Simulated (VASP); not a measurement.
AlN:

```
CELL_PARAMETERS angstrom
0.00000 2.03452 2.03452
2.03452 0.00000 2.03452
2.03452 2.03452 0.00000
ATOMIC_POSITIONS crystal
Al 0.50000 0.50000 0.50000
N 0.00000 0.00000 0.00000
```

Measurements of this composition are mostly on another form, of space group No. 186.

```yaml
Program: VASP 6.6.1
Task: relaxation of cell and atoms
Functional: r2SCAN
Dispersion: rVV10
Potentials_or_basis: VASP PAW PBE potentials, release 64 (Al, N)
Cutoff: 600 eV
k_mesh: 10 × 10 × 10
Occupations: gaussian, width 0.02 eV
Spin: no spin polarisation
```

At the start: pressure -7.6 GPa; volume 8.42 Å³/atom.

Problem. Where does the relaxation end?

Solution. Over 3 steps the energy falls by 5.9 meV/atom and the volume is 8.18 Å³/atom (-2.9 %); space group Fm-3m (No. 225, to 0.05 Å).

Step by step:
| step | energy change (eV) | largest force (eV/Å) | pressure (GPa) | volume (Å³) |
| --- | --- | --- | --- | --- |
| 1 | 0.0000 | 0.0000 | -7.61 | 16.84 |
| 2 | 0.0009 | 0.0000 | 8.83 | 15.89 |
| 3 | -0.0118 | 0.0000 | 0.07 | 16.36 |

Final structure:
```cif
data_structure
_symmetry_space_group_name_H-M 'P 1'
_symmetry_Int_Tables_number 1
_cell_length_a 2.8496
_cell_length_b 2.8496
_cell_length_c 2.8496
_cell_angle_alpha 60.000
_cell_angle_beta 60.000
_cell_angle_gamma 60.000
_cell_volume 16.36
loop_
_atom_site_label
_atom_site_type_symbol
_atom_site_fract_x
_atom_site_fract_y
_atom_site_fract_z
_atom_site_occupancy
Al1 Al 0.50000 0.50000 0.50000 1
N1 N 0.00000 0.00000 0.00000 1
```

Caveat: the PAW data sets were made with another functional, which shifts forces and pressure a little.
